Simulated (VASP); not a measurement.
# SrO (P6_3/mmc) in VASP: single point with PBEsol

Aim: the single point of SrO with PBEsol.

Everything below comes from runs of VASP 6.6.1. Logs are shortened: lines on timing, memory, paths and dates and some standing lists are left out, and cuts for length are marked.

### Step 1. Starting point

Symmetry: P6_3/mmc, No. 194, hexagonal system. The conventional cell has a = 3.553 Å, b = 3.553 Å, c = 6.217 Å, α = 90.00°, β = 90.00°, γ = 120.00°. Around Sr (site symmetry -6m2) lie 6 O at 2.57 Å. Around O (site symmetry -3m) lie 6 Sr at 2.57 Å.

Measurements of this composition are mostly on another form, of space group No. 225.

### Step 2. Single point, PBEsol

INCAR

```
SYSTEM = SrO
PREC = Accurate
ENCUT = 520
EDIFF = 1E-6
ISMEAR = 0
SIGMA = 0.1
LREAL = .False.
LASPH = .True.
NELM = 60
ALGO = Fast
ISIF = 2
LWAVE = .False.
LCHARG = .True.
GGA = PS
LELF = .True.
LVHAR = .True.
NBANDS = 24
```

KPOINTS

```
Automatic mesh
0
Gamma
  6 6 4
  0 0 0
```

POSCAR

```
SrO
1.0
    3.5532880902      0.0000000000      0.0000000000
   -1.7766440451      3.0772377531      0.0000000000
    0.0000000000      0.0000000000      6.2173039800
Sr O
2 2
Direct
    0.3333333300      0.6666666700      0.2500000000
    0.6666666700      0.3333333300      0.7500000000
    0.0000000000      0.0000000000      0.0000000000
    0.0000000000      0.0000000000      0.5000000000
```

Potentials or basis: VASP PAW PBE potentials, release 64 (Sr_sv, O).

Started as:

```console
cat potpaw_PBE.64/Sr_sv/POTCAR potpaw_PBE.64/O/POTCAR > POTCAR
mpirun -np 1 vasp_std > vasp.out
```

OUTCAR:

```text
SYSTEM = SrO
   PREC = Accurate
   ENCUT = 520
   EDIFF = 1E-6
   ISMEAR = 0
   LREAL = .False.
   LASPH = .True.
   NELM = 60
   ISIF = 2
   GGA = PS

 ion  position               nearest neighbor table
   1  0.333  0.667  0.250-   3 2.57   4 2.57   3 2.57   4 2.57   3 2.57   4 2.57   2 3.72   2 3.72
                             2 3.72   2 3.72   2 3.72   2 3.72
   2  0.667  0.333  0.750-   3 2.57   4 2.57   3 2.57   4 2.57   3 2.57   4 2.57   1 3.72   1 3.72
                             1 3.72   1 3.72   1 3.72   1 3.72
   3  0.000  0.000  0.000-   1 2.57   2 2.57   2 2.57   1 2.57   2 2.57   1 2.57
   4  0.000  0.000  0.500-   1 2.57   2 2.57   2 2.57   1 2.57   2 2.57   1 2.57

  LATTYP: Found a hexagonal cell.
 ALAT       =     3.5532880902
 C/A-ratio  =     1.7497325919

  Lattice vectors:

 A1 = (   3.5532880902,   0.0000000000,   0.0000000000)
 A2 = (  -1.7766440451,   3.0772377531,   0.0000000000)
 A3 = (   0.0000000000,   0.0000000000,   6.2173039800)

Analysis of symmetry for initial positions (statically):
=====================================================================
 Subroutine PRICEL returns:
 Original cell was already a primitive cell.

 Routine SETGRP: Setting up the symmetry group for a
 hexagonal supercell.

 Subroutine GETGRP returns: Found 24 space group operations
 (whereof 12 operations were pure point group operations)
 out of a pool of 24 trial point group operations.

The static configuration has the point symmetry D_3d.
 The point group associated with its full space group is D_6h.

Analysis of symmetry for dynamics (positions and initial velocities):
=====================================================================
 Subroutine PRICEL returns:
 Original cell was already a primitive cell.

 Routine SETGRP: Setting up the symmetry group for a
 hexagonal supercell.

 Subroutine GETGRP returns: Found 24 space group operations
 (whereof 12 operations were pure point group operations)
 out of a pool of 24 trial point group operations.

The dynamic configuration has the point symmetry D_3d.
 The point group associated with its full space group is D_6h.

 Subroutine INISYM returns: Found 24 space group operations
 (whereof 12 operations are pure point group operations),
 and found     1 'primitive' translations

----------------------------------------------------------------------------------------

                                     Primitive cell

  volume of cell :      67.9819

  direct lattice vectors                    reciprocal lattice vectors
     3.553288090  0.000000000  0.000000000     0.281429475  0.162483383  0.000000000
    -1.776644045  3.077237753  0.000000000     0.000000000  0.324966766  0.000000000
     0.000000000  0.000000000  6.217303980     0.000000000  0.000000000  0.160841420

  length of vectors
     3.553288090  3.553288090  6.217303980     0.324966766  0.324966766  0.160841420

  position of ions in fractional coordinates (direct lattice)
     0.333333330  0.666666670  0.250000000
     0.666666670  0.333333330  0.750000000
     0.000000000  0.000000000  0.000000000
     0.000000000  0.000000000  0.500000000

  ion indices of the primitive-cell ions
   primitive index   ion index
                 1           1
                 2           2
                 3           3
                 4           4

----------------------------------------------------------------------------------------

 KPOINTS: Automatic mesh

Automatic generation of k-mesh.
 Grid dimensions read from file:
 generate k-points for:    6    6    4

 Generating k-lattice:

  Cartesian coordinates                     Fractional coordinates (reciprocal lattice)
     0.046904912  0.027080564  0.000000000     0.166666667  0.000000000  0.000000000
     0.000000000  0.054161128  0.000000000     0.000000000  0.166666667  0.000000000
     0.000000000  0.000000000  0.040210355     0.000000000  0.000000000  0.250000000

  Length of vectors
     0.054161128  0.054161128  0.040210355

  Shift w.r.t. Gamma in fractional coordinates (k-lattice)
     0.000000000  0.000000000  0.000000000

 Subroutine IBZKPT returns following result:
 ===========================================

 Found     21 irreducible k-points:

 Following reciprocal coordinates:
            Coordinates               Weight
  0.000000  0.000000  0.000000      1.000000
  0.166667  0.000000  0.000000      6.000000
  0.333333 -0.000000  0.000000      6.000000
  0.500000  0.000000  0.000000      3.000000
  0.166667  0.166667  0.000000      6.000000
  0.333333  0.166667  0.000000     12.000000
[... 13 lines left out ...]
  0.333333  0.166667  0.500000     12.000000
  0.333333  0.333333  0.500000      2.000000
   k-points           NKPTS =     21   k-points in BZ     NKDIM =     21   number of bands    NBANDS=     24
   number of dos      NEDOS =    301   number of ions     NIONS =      4
   total plane-waves  NPLWV =  37632
   dimension x,y,z NGX =    28 NGY =   28 NGZ =   48
   dimension x,y,z NGXF=    56 NGYF=   56 NGZF=   96
   ions per type =               2   2
   NGX,Y,Z   is equivalent  to a cutoff of  13.10, 13.10, 12.83 a.u.
   NGXF,Y,Z  is equivalent  to a cutoff of  26.20, 26.20, 25.67 a.u.
 SYSTEM =  SrO
   PREC   = accura    normal or accurate (medium, high low for compatibility)
   ISTART =      0    job   : 0-new  1-cont  2-samecut
   ICHARG =      2    charge: 1-file 2-atom 10-const
   ISPIN  =      1    spin polarized calculation?
   LNONCOLLINEAR =      F non collinear calculations
   LSORBIT =      F    spin-orbit coupling
   LASPH  =      T    aspherical Exc in radial PAW
   ENCUT  =  520.0 eV  38.22 Ry    6.18 a.u.   6.61  6.61 11.56*2*pi/ulx,y,z
   NELM   =     60;   NELMIN=  2; NELMDL= -5     # of ELM steps
   EDIFF  = 0.1E-05   stopping-criterion for ELM
   LREAL  =      F    real-space projection
   EDIFFG = 0.1E-04   stopping-criterion for IOM
   NSW    =      0    number of steps for IOM
   IBRION =     -1    ionic relax: 0-MD 1-quasi-New 2-CG
   NFREE  =      0    steps in history (QN), initial steepest desc. (CG)
   ISIF   =      2    stress and relaxation
   ISYM   =      2    0-nonsym 1-usesym 2-fastsym
   POTIM  = 0.5000    time-step for ionic-motion
   TEBEG  =    0.0;   TEEND  =   0.0 temperature during run
   PSTRESS=    0.0 pullay stress
   NELECT =      32.0000    total number of electrons
   NUPDOWN=      -1.0000    fix difference up-down
   EMIN   =  10.00;   EMAX   =-10.00  energy-range for DOS
   EFERMI =   0.00;   METHOD = LEGACY
   ISMEAR =     0;   SIGMA  =   0.10  broadening in eV -4-tet -1-fermi 0-gaus
   EFERMI_NEDOS =   21; number of points for ismear=-14 and -15
   IALGO  =     68    algorithm
   IMIX   =      4    mixing-type and parameters
     AMIX     =   0.40;   BMIX     =  1.00
     AMIX_MAG =   1.60;   BMIX_MAG =  1.00
  volume/ion in A,a.u.               =      17.00       114.69
  Fermi-wavevector in a.u.,A,eV,Ry     =   1.273484  2.406537 22.065419  1.621763
  Thomas-Fermi vector in A             =   2.406305
   LORBIT       =      0    0 simple, 1 ext, 2 COOP (PROOUT), +10 PAW based schemes
   GGA     = PS    functional components
   LHFCALC =     F    Hartree Fock is set to
   AEXX    =    0.0000 exact exchange contribution
   IVDW    =     0    specifies the selected vdW correction
   LEPSILON=     F    determine dielectric tensor
   LRPA    =     F    only Hartree local field effects (RPA)
 non-spin polarized calculation
 RMM-DIIS sequential band-by-band and
 Gauss-broadening in eV      SIGMA  =   0.10
  energy-cutoff  :      520.00
  volume of cell :       67.98
 maximum number of plane-waves:      1853
 NGX is ok and might be reduce to    28
   NGX = 13   NGY = 13   NGZ = 23

 number of electron      32.0000014 magnetization

 Free energy of the ion-electron system (eV)
  ---------------------------------------------------
  ext. energy  EPLUGINS =         0.00000000
  ---------------------------------------------------
  free energy    TOTEN  =       -24.94707830 eV

  energy without entropy =      -24.94707830  energy(sigma->0) =      -24.94707830

 E-fermi :   2.5324     XC(G=0): -10.2667

 val. band max:        2.0347409369   @ k =   0.0000   0.0000   0.0000
 cond. band min:       4.9627459648   @ k =   0.0000   0.0000   0.0000
 fundamental gap:      2.9280050278
 Fermi energy:         2.5323974481

 k-point     1 :       0.0000    0.0000    0.0000
  band No.  band energies     occupation
      1     -30.8022      2.00000
      2     -30.6916      2.00000
      3     -14.9846      2.00000
      4     -13.4282      2.00000
      5     -12.4890      2.00000
      6     -12.4890      2.00000
[... 16 lines left out ...]
     23       9.3553      0.00000
     24      10.3119      0.00000

 k-point     2 :       0.1667    0.0000    0.0000
  band No.  band energies     occupation
      1     -30.7668      2.00000
      2     -30.6702      2.00000
      3     -14.7694      2.00000
      4     -13.9618      2.00000
      5     -12.7313      2.00000
      6     -12.5785      2.00000
[... 16 lines left out ...]
     23       9.7355      0.00000
     24       9.8395      0.00000

 k-point     3 :       0.3333   -0.0000    0.0000
  band No.  band energies     occupation
      1     -30.6913      2.00000
      2     -30.6305      2.00000
      3     -14.6315      2.00000
      4     -14.1802      2.00000
      5     -13.1715      2.00000
      6     -12.7240      2.00000
[... 16 lines left out ...]
     23      10.7357      0.00000
     24      10.7716      0.00000
[... 433 lines left out ...]
 k-point    20 :       0.3333    0.1667    0.5000
  band No.  band energies     occupation
      1     -30.6318      2.00000
      2     -30.6318      2.00000
      3     -14.4621      2.00000
      4     -14.4621      2.00000
      5     -12.9604      2.00000
      6     -12.9604      2.00000
[... 16 lines left out ...]
     23      11.2231      0.00000
     24      11.2231      0.00000

 k-point    21 :       0.3333    0.3333    0.5000
  band No.  band energies     occupation
      1     -30.6171      2.00000
      2     -30.6171      2.00000
      3     -14.3937      2.00000
      4     -14.3937      2.00000
      5     -13.2473      2.00000
      6     -13.2473      2.00000
[... 16 lines left out ...]
     23      11.3607      0.00000
     24      11.3607      0.00000

------------------------ aborting loop because EDIFF is reached ----------------------------------------

  FORCE on cell =-STRESS in cart. coord.  units (eV):
  Direction    XX          YY          ZZ          XY          YZ          ZX
  --------------------------------------------------------------------------------------
  -------------------------------------------------------------------------------------
  Total       -0.6856557     -0.6856557     -0.9378513      0.0000000      0.0000000     -0.0000000
  in kB      -16.1593214    -16.1593214    -22.1029893      0.0000000      0.0000000     -0.0000000
  external PRESSURE =     -18.1405440 kB  Pullay stress =       0.0000000 kB

 VOLUME and BASIS-vectors are now :
 -----------------------------------------------------------------------------
  energy-cutoff  :      520.00
  volume of cell :       67.98
      direct lattice vectors                 reciprocal lattice vectors
     3.553288090  0.000000000  0.000000000     0.281429475  0.162483383  0.000000000
    -1.776644045  3.077237753  0.000000000     0.000000000  0.324966766  0.000000000
     0.000000000  0.000000000  6.217303980     0.000000000  0.000000000  0.160841420

 POSITION                                       TOTAL-FORCE (eV/Angst)
 -----------------------------------------------------------------------------------
     -0.00000      2.05149      1.55433        -0.000000      0.000000      0.000000
      1.77664      1.02575      4.66298         0.000000     -0.000000      0.000000
      0.00000      0.00000      0.00000         0.000000      0.000000      0.000000
      0.00000      0.00000      3.10865         0.000000      0.000000      0.000000
 -----------------------------------------------------------------------------------
    total drift:                               -0.000010      0.000006      0.000000

  FREE ENERGIE OF THE ION-ELECTRON SYSTEM (eV)
  ---------------------------------------------------
  free  energy   TOTEN  =       -24.9470782977 eV

  energy  without entropy=      -24.9470782977  energy(sigma->0) =      -24.94707830
```

Wall time 1.7 min (1 thread of AMD EPYC 7R43 (Zen 3), shared host); peak memory 0.16 GiB.

What came out:

```
Free energy            : -24.9471 eV
Pressure               : -1.8 GPa
Band gap on the k mesh : 2.93 eV, direct
```

Levels at points of the mesh, in eV from the valence-band top:
```tsv
k point	band 12	band 13	band 14	band 15	band 16	band 17	band 18	band 19	band 20	band 21
(0.00, 0.00, 0.00)	-1.04	-1.04	-0.78	-0.78	0.00	2.93	4.94	5.05	6.14	6.14
(0.50, 0.00, 0.00)	-1.50	-1.45	-1.37	-0.54	-0.25	2.96	5.62	5.89	8.15	8.65
(0.00, 0.00, 0.50)	-1.67	-0.94	-0.94	-0.94	-0.94	4.57	4.57	5.87	5.87	7.13
(0.50, 0.00, 0.50)	-1.78	-1.28	-1.28	-1.00	-1.00	4.22	4.22	6.63	6.63	9.16
```

Caveat: the PAW data sets were made with another functional, which shifts forces and pressure a little.
